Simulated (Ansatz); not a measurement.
# CdS (Hawleyite) (F-43m) in Ansatz: settings compared

Aim: see how the results for CdS (Hawleyite) move with the level of theory and the settings. Levels: PBEsol, LDA. Tasks: phonons, elastic constants.

Everything below comes from runs of Ansatz 0.2.0. Logs are shortened: lines on timing, memory, paths and dates and some standing lists are left out, and cuts for length are marked.

**1. The structure**

Symmetry: F-43m, No. 216, cubic system. Conventional cell: a = 5.833 Å, b = 5.833 Å, c = 5.833 Å, α = 90.00°, β = 90.00°, γ = 90.00°. Cd (site symmetry -43m) is surrounded by 4 S at 2.53 Å. S (site symmetry -43m) is surrounded by 4 Cd at 2.53 Å.

**2. Phonons, PBEsol**

File input.yaml:

```yaml
crystal:
  lattice:
    - [0.0, 2.9165, 2.9165]
    - [2.9165, 0.0, 2.9165]
    - [2.9165, 2.9165, 0.0]
  atoms:
    - { symbol: Cd, position: [0.0, 0.0, 0.0] }
    - { symbol: S, position: [0.75, 0.75, 0.75] }
hamiltonian:
  xc: pbesol
  pseudopotentials: { kind: paw }
kpoints:
  mp_grid: { grid: [6, 6, 6] }
scf:
  occupations: { method: fixed }
phonons:
  method: dfpt
  dielectric: true
  rigid_motions: translations
  qmesh: [2, 2, 2]
  temperatures: { t_max: 1000, t_step: 100 }
  qpath:
    path:
      - [[0.0, 0.0, 0.0], [0.5, 0.0, 0.5], [0.5, 0.25, 0.75], [0.375, 0.375, 0.75], [0.0, 0.0, 0.0], [0.5, 0.5, 0.5], [0.625, 0.25, 0.625], [0.5, 0.25, 0.75], [0.5, 0.5, 0.5], [0.375, 0.375, 0.75]]
      - [[0.625, 0.25, 0.625], [0.5, 0.0, 0.5]]
    npoints: 8
```

Potentials or basis: Ansatz PAW.

Command:

```console
$ ansatz run input.yaml --threads 2 --pin off --max-ram 5632MiB --backend cpu --events-out ev --progress --plain --runs-dir out
```

The program printed:

```text
Warning: phonons: the dynamical matrix that this run interpolates holds no multipole term above the dipole-dipole one, and a site of this crystal is no centre of inversion, so its interpolated transverse optical and acoustic branches and sound speeds can stay off near Gamma, and the density of states and the thermodynamics with them. What a run solves at a wave vector of phonons.qpoints, Gamma apart, where the deck admits one, is free of this, and under fd what a larger phonons.supercell samples
Warning: RAYON_NUM_THREADS=2 ignored (pool sized by the plan → 2); use --threads N
Engine: ansatz 0.2.0, x86_64-unknown-linux-gnu
Pseudopotentials: kind: paw
Pseudopotential: Cd, paw, valence charge 20, recommended cutoff 420 eV (normal), Cd.paw.azcp
Pseudopotential: S, paw, valence charge 6, recommended cutoff 420 eV (normal), S.paw.azcp
Functional definition: PBEsol
  exchange = pbesol_x
  correlation = pbesol_c
Crystal: 2 atoms, lattice volume = 49.615 Å³
Basis set: ecut = 420 eV, 941 PW (Γ), exchange–correlation on 60×60×60 points (8 copies of the dense FFT grid, shifted against one another)
Bands: 17, of which v1, the nominal top of the filled ones, is band 13 counted from 1 (12 counted from 0)
Symmetry: 24 space group operations
k-points: 46 of 216 (irreducible under 4 space group operations, time reversal used)
Non-local potential: Cd, projectors of the file, l = 0: 3, l = 1: 2, l = 2: 2, l = 3: 1
Non-local potential: S, projectors of the file, l = 0: 2, l = 1: 2, l = 2: 2
PAW form: soft (Blöchl's): semilocal exchange-correlation on the pseudo side does not see the compensation charge
PAW frozen core: Cd, regenerated for the run's functional, and the local potential with it (the file was generated under x = pbe(κ = 0.804, μ = 0.2195149727645171), c = pbe(β = 0.06672455060314922))
PAW frozen core: S, regenerated for the run's functional, and the local potential with it (the file was generated under x = pbe(κ = 0.804, μ = 0.2195149727645171), c = pbe(β = 0.06672455060314922))
PAW one-centre angular grid: Cd, 590 points (default); XC on 64 Gauss nodes
PAW one-centre angular grid: S, 110 points (default); XC on 64 Gauss nodes
Initial density: superposition of atomic densities (neutral atoms: chi_scale 0, normalization atom), corrected by the library's trained network
Initial wavefunctions: pseudopotential atomic-orbital guess
Functional: x = pbesol(κ = 0.804, μ = 0.12345679012345678), c = pbesol(β = 0.046)
SCF iter   1: F=—  HF=-9070.225508 eV  |F-HF|=—  |Δ(HF+E_count)|=         —  Δρ=5.20e-3  dr2=1.80e-2  ethr=1.77e-3  ⟨swp⟩=4.9  Hψ=3355  notcnv=0  defer=90
preconditioner: auto → none  [insulator: Δε(μ)=0.934 eV  Ē_g=12.226 eV  n_scr=14 (ndim 8)  ℏωp=22.4 eV  f_vac=0.128  ε∞_Penn≈4.3]
SCF iter   2: F=—  HF=-9070.220338 eV  |F-HF|=—  |Δ(HF+E_count)|=   5.17e-3  Δρ=1.06e-3  dr2=3.10e-4  ethr=6.93e-5  ⟨swp⟩=2.5  Hψ=1660  notcnv=0  defer=88
SCF iter   3: F=—  HF=-9070.220315 eV  |F-HF|=—  |Δ(HF+E_count)|=   2.27e-5  Δρ=4.83e-4  dr2=5.86e-5  ethr=1.19e-6  ⟨swp⟩=2.0  Hψ=1268  notcnv=0  defer=88
SCF iter   4: F=—  HF=-9070.220338 eV  |F-HF|=—  |Δ(HF+E_count)|=   2.34e-5  Δρ=2.27e-4  dr2=2.23e-5  ethr=2.25e-7  ⟨swp⟩=2.0  Hψ=1151  notcnv=0
SCF iter   5: F=—  HF=-9070.220338 eV  |F-HF|=—  |Δ(HF+E_count)|=   6.00e-7  Δρ=1.97e-5  dr2=1.37e-7  ethr=8.59e-8  ⟨swp⟩=2.1  Hψ=1155  notcnv=0
SCF iter   6: F=—  HF=-9070.220332 eV  |F-HF|=—  |Δ(HF+E_count)|=   5.51e-6  Δρ=5.11e-6  dr2=8.21e-9  ethr=5.28e-10  ⟨swp⟩=2.0  Hψ=1326  notcnv=0
SCF iter   7: F=—  HF=-9070.220332 eV  |F-HF|=—  |Δ(HF+E_count)|=   1.35e-8  Δρ=7.35e-7  dr2=1.52e-10  ethr=3.16e-11  ⟨swp⟩=2.0  Hψ=1179  notcnv=0
SCF iter   8: F=-9070.220332 eV  HF=-9070.220332 eV  |F-HF|=3.64e-12  |Δ(HF+E_count)|=  2.00e-10  Δρ=1.48e-7  dr2=4.82e-12  ethr=1.00e-12  ⟨swp⟩=7.0  Hψ=3978  notcnv=0
SCF 1 converged in 8 iterations: F = -9070.220332 eV  dr2 = 4.82e-12
NSCF: frozen V_eff on 2 k-points
DFPT response loops at Γ: preconditioner auto → none (the input reference at scf.mixing.eps_inf says where Resta's filter doesn't serve); β = 0.50; Broyden in place of MSR1
── the response to a field inside a basis, on 8×8×8 k-points: an SCF that follows is theirs, and a resumed run solves both again ──
Bands: 14, of which v1, the nominal top of the filled ones, is band 13 counted from 1 (12 counted from 0)
k-points: 60
Initial density: handed on by an earlier stage of this run
Initial wavefunctions: pseudopotential atomic-orbital guess (no wavefunctions were taken with the density)
Eigensolver: Dense (60 Hₖ)
SCF iter   1: F=—  HF=-9070.220881 eV  |F-HF|=—  |Δ(HF+E_count)|=         —  Δρ=2.64e-4  dr2=1.75e-5  ethr=1.00e-1
preconditioner: auto → none  [insulator: Δε(μ)=1.082 eV  Ē_g=9.946 eV  n_scr=14 (ndim 8)  ℏωp=22.4 eV  f_vac=0.124  ε∞_Penn≈6.1]
SCF iter   2: F=—  HF=-9070.220880 eV  |F-HF|=—  |Δ(HF+E_count)|=   1.84e-6  Δρ=1.19e-4  dr2=1.53e-6  ethr=6.73e-8
SCF iter   3: F=—  HF=-9070.220880 eV  |F-HF|=—  |Δ(HF+E_count)|=   9.23e-7  Δρ=5.15e-5  dr2=3.19e-7  ethr=5.89e-9
SCF iter   4: F=-9070.220881 eV  HF=-9070.220881 eV  |F-HF|=5.85e-8  |Δ(HF+E_count)|=   3.47e-7  Δρ=1.17e-5  dr2=6.34e-8  ethr=1.23e-9
SCF 1 converged in 4 iterations: F = -9070.220881 eV  dr2 = 6.34e-8
DFPT response loops at Γ: mixed as the last ones told, above
WARN: field response: ε∞ stands inside a basis, on 8×8×8 points; the force constants stand on the 6×6×6 k-mesh, whose period is 10.29 times the interband length at k = (0.0000, 0.0000, 0.0000), direct gap 1.002 eV, under 14: take them and everything formed from them as unconverged, and compare with a denser kpoints.mp_grid
NSCF: frozen V_eff on 16 k-points
NSCF: frozen V_eff on 136 k-points
DFPT response loops at q = (0, 0, -0.5) (fractional): preconditioner auto → Resta (q_TF=auto, 2.450 Å⁻¹)  ε∞=7.7 (no band partly filled); β = 1.00, the filter's whole step (`scf.mixing.beta` (0.50) is not read by the response loops at its default; to damp them type it under 1.00, their step now; it binds the ground state too); Broyden in place of MSR1
NSCF: frozen V_eff on 92 k-points
DFPT response loops at q = (0, -0.5, -0.5) (fractional): mixed as the last ones told, above
SCF converged after 8 iterations
Free energy (F): -9070.220332 eV
Harris-Foulkes:  -9070.220332 eV  (|F-HF|=3.64e-12)
Internal energy: -9070.220332 eV  (E = F + TS)
E sigma→0 (E₀):  -9070.220332 eV
Fermi energy:    6.806544 eV
--- Per-component energies (eV) ---
  E_band       = -508.962767
  E_kinetic    = 611.244423
  E_local      = -4012.847326  (includes V_loc(G=0)·N_el)
  E_nonlocal   = 65.416504
  E_hartree    = 1839.985699
  E_xc         = -271.215410
  E_vxc        = -307.929169  (∫ρ·V_xc dr)
  E_paw        = -4598.226847  (= ΣΔE_a)
  E_vpaw       = -544.818736  (= ΣTr[D̂ρ^β])
  E_aug_tail   = 0.000014  (compensation charges beyond the density's cutoff)
  E_ewald      = -2704.981299
  E_core_change = 0.403909  (= ΣΔE_core)
  E_smearing   = -0.000000  (= −TS)
  E_closure    = -0.000000  (closes the sum)
  Σ components = -9070.220332   (vs F -9070.220332, Δ=0.00e0)
--- Band table (eV; the first three rows and the last of 46) ---
  k-point 0: bands = ["-94.3909", "-55.4931", "-55.4931", "-55.4931", "-5.5721", "-0.9200", "-0.9200", "-0.9200", "-0.4321", "-0.4321", "6.8065", "6.8065", "6.8065", "7.8082", "13.2249", "13.2249", "13.2249"]
  k-point 1: bands = ["-94.3909", "-55.4933", "-55.4931", "-55.4931", "-5.4626", "-0.8818", "-0.8818", "-0.8224", "-0.4330", "-0.4330", "5.2577", "6.5980", "6.5980", "9.0007", "12.8678", "13.5437", "13.5437"]
  k-point 2: bands = ["-94.3909", "-55.4936", "-55.4932", "-55.4932", "-5.2418", "-0.8196", "-0.8196", "-0.4510", "-0.4156", "-0.4156", "3.3475", "6.2193", "6.2193", "9.6586", "13.3810", "13.7714", "13.7714"]
  k-point 45: bands = ["-94.3909", "-55.4936", "-55.4935", "-55.4933", "-5.0314", "-0.7259", "-0.6815", "-0.4752", "-0.4143", "0.1278", "2.7715", "4.4620", "5.2297", "11.6368", "12.2629", "13.7263", "15.4527"]
--- Phonons (Γ-DFPT): 2 representative perturbations + reference, on 46 of 216 k-points (Σ response iterations 6) ---
  k mesh reduced under 4 symmetry operations, with k and −k counted as one. Each operation leaves every solved perturbation unchanged. A smaller set is not considered because the run solves the response to a homogeneous field
  ASR residual: 4.888e-5 → 0.000e0 eV/Å²; symmetrization residual: 2.491e-6 eV/Å²
  ASR residual per site (eV/Å²): 8.11e-6 4.89e-5
  Γ frequencies (cm⁻¹): 0.00 0.00 0.00 230.68 230.68 230.68
  ε∞ (high-frequency dielectric tensor):
        6.436668    -0.000000    -0.000000
       -0.000000     6.436668     0.000000
       -0.000000     0.000000     6.436668
  ε⁰ (static dielectric tensor: ions relaxed, cell fixed):
        9.960389     0.000000    -0.000000
        0.000000     9.960389    -0.000000
       -0.000000    -0.000000     9.960389
  ε⁰ − ε∞ (ionic part):
        3.523721     0.000000    -0.000000
        0.000000     3.523721    -0.000000
       -0.000000    -0.000000     3.523721
  softest optical mode at Γ: 230.68 cm⁻¹; the repairs (sum rule, projections) moved no ω² at Γ by more than (0.74 cm⁻¹)²
  Born effective charges Z* (e; rows j = field, columns β = displacement):
    site 0:
         2.17172    0.00000   -0.00000
         0.00000    2.17172    0.00000
        -0.00000    0.00000    2.17172
    site 1:
        -2.17172   -0.00000    0.00000
        -0.00000   -2.17172   -0.00000
         0.00000   -0.00000   -2.17172
  Z* charge neutrality: 5.563e-4 e pre-enforcement
  solved inside a basis spanned on kpoints, on 8×8×8 k-points transformed towards the longest dipole: ε∞ is read to err by 1.7e-2, Z* by 2.1e-2 e (field_mesh: kpoints solves on kpoints); Z* is corrected for what the basis lacks
  optical modes at Γ without the LO–TO term, one row a degenerate level:
      ω (cm⁻¹)  modes    IR ((D/Å)²/amu)
        230.68      3            13.0857
  optical modes at Γ + LO–TO along q̂ = [1.0000, 0.0000, 0.0000]:
      ω (cm⁻¹)  modes    IR ((D/Å)²/amu)
        230.68      2             8.7238
        286.96      1             4.3619
  optical modes at Γ + LO–TO along q̂ = [0.0000, 1.0000, 0.0000]:
      ω (cm⁻¹)  modes    IR ((D/Å)²/amu)
        230.68      2             8.7238
        286.96      1             4.3619
  optical modes at Γ + LO–TO along q̂ = [0.0000, 0.0000, 1.0000]:
      ω (cm⁻¹)  modes    IR ((D/Å)²/amu)
        230.68      2             8.7238
        286.96      1             4.3619
--- Phonons (arbitrary-q DFPT): 3 irreducible q on the 2×2×2 mesh ---
  q = [0.0000, 0.0000, 0.0000] (star 1, of the zone-centre solve; hermiticity 1.02e-6, symmetrization 6.22e-13): -0.00 0.00 0.00 230.68 230.68 230.68
  q = [0.0000, 0.0000, -0.5000] (star 4, 2 solved perturbations on 68 of 216 k-point pairs; hermiticity 1.38e-6, symmetrization 8.88e-13): 41.65 41.65 134.27 249.47 249.47 293.85
  q = [0.0000, -0.5000, -0.5000] (star 3, 4 solved perturbations in 152 linear systems a pass and spin channel, the states on 46 of 216 k-point pairs; hermiticity 5.23e-7, symmetrization 2.54e-13): 53.43 53.43 146.14 271.16 271.16 283.33
  sum rule: each row above includes the acoustic sum rule's correction from the zone centre's row sums; it moved no ω² by more than (0.64 cm⁻¹)²
  mesh force constants: q→R imaginary residual 4.66e-17; ASR residual 4.888e-5 → 0.000e0 eV/Å²; symmetrization residual 4.441e-15 eV/Å²
  interpolated dispersion: 83 rows × 6 modes
  density of states and harmonic sums: on the 18×18×18 q-mesh, interpolated from the force constants of a 2×2×2 supercell (with the dipole–dipole term)
  largest difference from the sums on the solved wave vectors: F 6.52e-2 eV, S 9.75e-5 and C_V 3.22e-5 eV/K
  zero-point energy: 0.063839 eV/cell   skipped modes (ω ≤ 0): 3   left out of the sums: 8.57e-5 of the cell's modes: C_V's classical limit lies that fraction below 3 k_B per atom; for a crystal, a wire or a layer, F and S can be off by more, and a phonons.interpolated_qmesh denser along its periods is the remedy for the sampling
```

It took 75 s on 2 threads of Intel Xeon at 2.50GHz (Skylake/Cascade Lake), shared host; peak memory 0.56 GiB.

Results:

```yaml
Free_energy: -9070.2203 eV
Band_gap_on_the_k_mesh: 1.00 eV, direct
Electronic_dielectric_tensor_diagonal: 6.44
Born_charges_mean_of_the_diagonal: Cd +2.17; S -2.17 e
Highest_phonon_frequency_LO-TO_splitting_left_out: 294 cm⁻¹
Static_dielectric_tensor_diagonal: 9.96
```

Phonon frequencies in cm⁻¹ (negative: imaginary):
| q point | frequencies |
| --- | --- |
| (0.000, 0.000, 0.000) | 0 0 0 231 231 231 |
| (0.000, 0.000, -0.500) | 42 42 134 249 249 294 |
| (0.000, -0.500, -0.500) | 53 53 146 271 271 283 |

Electronic dielectric tensor:
```
6.44 0.00 0.00
0.00 6.44 0.00
0.00 0.00 6.44
```

Born effective charge tensors (e):
atom 1, Cd
```
2.17 0.00 0.00
0.00 2.17 0.00
0.00 0.00 2.17
```
atom 2, S
```
-2.17  0.00  0.00
 0.00 -2.17  0.00
 0.00  0.00 -2.17
```

Static dielectric tensor, electrons and zone-centre modes:
```
9.96 0.00 0.00
0.00 9.96 0.00
0.00 0.00 9.96
```

Caveat: the q mesh is small, so phonon branches between its points and thermal values are rough; the PAW data sets come from PBE, with cores solved anew for the run's functional, which leaves a small shift of forces and pressure.

**3. Elastic constants, PBEsol**

File input.yaml:

```yaml
crystal:
  lattice:
    - [0.0, 2.9165, 2.9165]
    - [2.9165, 0.0, 2.9165]
    - [2.9165, 2.9165, 0.0]
  atoms:
    - { symbol: Cd, position: [0.0, 0.0, 0.0] }
    - { symbol: S, position: [0.75, 0.75, 0.75] }
hamiltonian:
  xc: pbesol
  pseudopotentials: { kind: paw }
kpoints:
  mp_grid: { grid: [6, 6, 6] }
scf:
  occupations: { method: fixed }
output:
  forces: true
  stress: true
elastic:
  mode: relaxed_ion
  stencil: two_point
```

Potentials or basis: Ansatz PAW.

Command:

```console
$ ansatz run input.yaml --threads 2 --pin off --max-ram 5632MiB --backend cpu --events-out ev --progress --plain --runs-dir out
```

It took 32 s on 2 threads of Intel Xeon at 2.50GHz (Skylake/Cascade Lake), shared host; peak memory 0.39 GiB.

It converged, with:

```
Free energy                     : -9070.2203 eV
Pressure                        : -0.3 GPa
Band gap on the k mesh          : 1.00 eV, direct
Elastic constants C11, C12, C44 : 74, 54, 27 GPa
Voigt bulk modulus              : 60 GPa
```

Levels at points of the mesh, in eV from the valence-band top:
| k point | band 11 | band 12 | band 13 | band 14 | band 15 | band 16 |
| --- | --- | --- | --- | --- | --- | --- |
| (0.00, 0.00, 0.00) | 0.00 | 0.00 | 0.00 | 1.00 | 6.42 | 6.42 |
| (0.00, 0.00, -0.50) | -4.47 | -0.76 | -0.76 | 2.88 | 6.89 | 6.89 |
| (0.00, -0.50, -0.50) | -4.01 | -1.91 | -1.91 | 3.39 | 4.25 | 9.03 |

Elastic tensor in Voigt notation (GPa, in the Cartesian axes of the cell as first typed):
```
74 54 54  0  0  0
54 74 54  0  0  0
54 54 74  0  0  0
 0  0  0 27  0  0
 0  0  0  0 27  0
 0  0  0  0  0 27
```

Caveat: the PAW data sets come from PBE, with cores solved anew for the run's functional, which leaves a small shift of forces and pressure.

[end of part 1 of 2]
